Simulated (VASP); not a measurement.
Crystal: Ge.

```xyz
2
Lattice="0.0000 2.8289 2.8289 2.8289 0.0000 2.8289 2.8289 2.8289 0.0000" Properties=species:S:1:pos:R:3 pbc="T T T"
Ge    4.2434    4.2434    4.2434
Ge    2.8289    2.8289    2.8289
```

| Property | Result |
| --- | --- |
| Program | VASP 6.6.1 |
| Task | relaxation of cell and atoms |
| Functional | PBE |
| Dispersion | D3(BJ) |
| Potentials or basis | VASP PAW PBE potentials, release 64 (Ge_d) |
| Cutoff | 600 eV |
| k mesh | 8 × 8 × 8 |
| Occupations | fermi-dirac, width 0.05 eV |
| Spin | no spin polarisation |

At the start: pressure 1.4 GPa; volume 22.64 Å³/atom.

Problem. How do energy, volume and symmetry change on relaxing?

Solution. Over 3 steps the energy falls by 2.3 meV/atom and the volume is 23.15 Å³/atom (+2.3 %); space group Fd-3m (No. 227, to 0.05 Å).

The path:
```
step  energy change (eV)  largest force (eV/Å)  pressure (GPa)  volume (Å³)
   1              0.0000                0.0000            1.40        45.28
   2             -0.0041                0.0000           -0.39        46.59
   3             -0.0045                0.0000            0.00        46.30
```

Final structure:
```cif
data_structure
_symmetry_space_group_name_H-M 'P 1'
_symmetry_Int_Tables_number 1
_cell_length_a 4.0306
_cell_length_b 4.0306
_cell_length_c 4.0306
_cell_angle_alpha 60.000
_cell_angle_beta 60.000
_cell_angle_gamma 60.000
_cell_volume 46.30
loop_
_atom_site_label
_atom_site_type_symbol
_atom_site_fract_x
_atom_site_fract_y
_atom_site_fract_z
_atom_site_occupancy
Ge1 Ge 0.75000 0.75000 0.75000 1
Ge2 Ge 0.50000 0.50000 0.50000 1
```

The cell as given is a measured one (22.64 Å³/atom); PBE+D3(BJ) puts the equilibrium volume +2.3 % from it, thermal expansion not counted.

Caveat: pairwise dispersion overbinds metals, which lowers pressure and volume.
